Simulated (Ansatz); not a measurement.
**Relaxation path: Te**

DFT, r2SCAN, PAW with Ansatz's default frozen-core files, scalar-relativistic (Ansatz 0.2.0); a Γ-centred 9×9×6 k mesh, Fermi–Dirac smearing of 0.05 eV, no spin polarisation. The run relaxes cell and atoms at a target pressure of 0 GPa.

Command: `ansatz run input.yaml --threads 1 --pin off --max-ram 3072MiB --backend cpu --events-out ev --progress --plain --runs-dir out` It took 3.1 min on 1 thread of Intel(R) Xeon(R) Platinum 8259CL CPU @ 2.50GHz (Skylake/Cascade Lake), with other jobs on the host, peak memory 0.73 GiB.

```yaml
crystal:
  lattice:
    - [4.454, 0.0, 0.0]
    - [-2.227, 3.8572771485, 0.0]
    - [0.0, 0.0, 5.924]
  atoms:
    - { symbol: Te, position: [0.269, 0.0, 0.3333333333] }
    - { symbol: Te, position: [0.0, 0.269, 0.6666666667] }
    - { symbol: Te, position: [0.731, 0.731, 0.0] }
kpoints:
  mp_grid: { grid: [9, 9, 6] }
scf:
  occupations: { method: fermi_dirac, width: 0.05 }
hamiltonian:
  xc: r2scan
  pseudopotentials: { kind: paw }
output:
  forces: true
  stress: true
relax:
  f_tol: 0.003
  max_steps: 80
  cell: {}
```

Each step lists its free energy a cell above the last geometry, the pressure, the cell vectors (Å), and Cartesian positions (Å) with forces (eV/Å).

The first step:

```
step 1  dF = 26.18 meV  P = 0.89 GPa
  cell 4.4540 0.0000 0.0000  -2.2270 3.8573 0.0000  0.0000 0.0000 5.9240
  Te 1.1981 0.0000 1.9747   -0.0875 0.0000 0.0000
  Te -0.5991 1.0376 3.9493   0.0438 -0.0758 0.0000
  Te 1.6279 2.8197 0.0000   0.0438 0.0758 0.0000
```

Spin–orbit coupling is left out, which matters for the heavy atoms. The PAW files were made under PBE.

**Question.** Where does the relaxation end, and by which steps?

**Answer.** After 5 geometries, with conventional a, b, c = 4.618, 4.618, 5.908 Å, at 36.368 Å³/atom (+7.20 % against the start) in space group P3_121, with a shortest distance of 2.827 Å. The further steps:
```
step 2  dF = 10.04 meV  P = -0.30 GPa
  cell 4.5146 0.0000 0.0000  -2.2573 3.9097 0.0000  0.0000 0.0000 6.0016
  Te 1.1840 0.0000 2.0005   -0.1225 0.0000 0.0000
  Te -0.5920 1.0254 4.0010   0.0612 -0.1061 0.0000
  Te 1.6653 2.8843 0.0000   0.0612 0.1061 0.0000
step 3  dF = 3.31 meV  P = 0.01 GPa
  cell 4.5483 0.0000 0.0000  -2.2742 3.9390 0.0000  0.0000 0.0000 5.9870
  Te 1.1653 0.0000 1.9957   -0.0050 0.0000 0.0000
  Te -0.5827 1.0092 3.9913   0.0025 -0.0044 0.0000
  Te 1.6915 2.9298 0.0000   0.0025 0.0044 0.0000
step 4  dF = 0.48 meV  P = 0.08 GPa
  cell 4.5951 0.0000 0.0000  -2.2975 3.9795 0.0000  0.0000 0.0000 5.9365
  Te 1.1659 0.0000 1.9788   0.0215 0.0000 0.0000
  Te -0.5829 1.0097 3.9577   -0.0107 0.0186 0.0000
  Te 1.7146 2.9698 0.0000   -0.0107 -0.0186 0.0000
step 5  dF = 0.00 meV  P = 0.01 GPa
  cell 4.6180 0.0000 0.0000  -2.3090 3.9993 0.0000  0.0000 0.0000 5.9075
  Te 1.1713 0.0000 1.9692   -0.0002 0.0000 0.0000
  Te -0.5857 1.0144 3.9383   0.0001 -0.0002 0.0000
  Te 1.7233 2.9849 0.0000   0.0001 0.0002 0.0000
step 6  dF = -1.05 meV  P = 0.01 GPa  (same geometry on a basis chosen anew; earlier energies don't compare to the last digit)
  cell 4.6180 0.0000 0.0000  -2.3090 3.9993 0.0000  0.0000 0.0000 5.9075
  Te 1.1713 0.0000 1.9692   -0.0004 0.0000 0.0000
  Te -0.5857 1.0144 3.9383   0.0002 -0.0003 0.0000
  Te 1.7233 2.9849 0.0000   0.0002 0.0003 0.0000
```
